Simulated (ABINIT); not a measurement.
Input of an ABINIT 10.8.3 (patched build) run:

File run.abi:

```
# Pseudopotentials
pp_dirpath "./"
pseudos "In.GGA_PBE-JTH.xml, P.GGA_PBE-JTH.xml"

# Structure
acell 3*1.0
rprim
     0.0000000000     5.5378424082     5.5378424082
     5.5378424082     0.0000000000     5.5378424082
     5.5378424082     5.5378424082     0.0000000000
ntypat 2
znucl 49 15
natom 2
typat 1 2
xred
     0.0000000000     0.0000000000     0.0000000000
     0.7500000000     0.7500000000     0.7500000000

# Plane-wave basis
ecut 20.0
pawecutdg 40.0

# k points
kptopt 1
ngkpt 5 5 5
nshiftk 1
shiftk 0.0 0.0 0.0

# Exchange and correlation
ixc 11

# Bands and occupations
nband 13
occopt 3
tsmear 0.00183747

# SCF cycle
nstep 100
tolvrs 1.0e-9

# Output
iomode 3
prtwf 0
prtden 0
prteig 0
prtebands 0
enunit 2
prtvol 2
```

Potentials or basis: JTH PAW PBE v2.0.

Command:

```console
$ abinit run.abi > log 2>&1
```

Q: Estimate the band gap on the k mesh.

A: 0.69 eV, direct.

Caveat: spin-orbit coupling is left out, which moves the levels of the heavy elements.

**What was measured.**

A printed reference work, data compilation reports, for a bulk crystal of InP at 1.6 K: band gap 1.4236 eV (direct).

A measured gap of InP is 1.4236 eV (direct; 1.6 K; a printed reference work, data compilation); the calculated 0.69 eV misses it by -0.73 eV. Spin-orbit coupling on In is left out. The value is that of PBE, without temperature or zero-point motion. Semilocal functionals fall short of measured gaps as a rule.
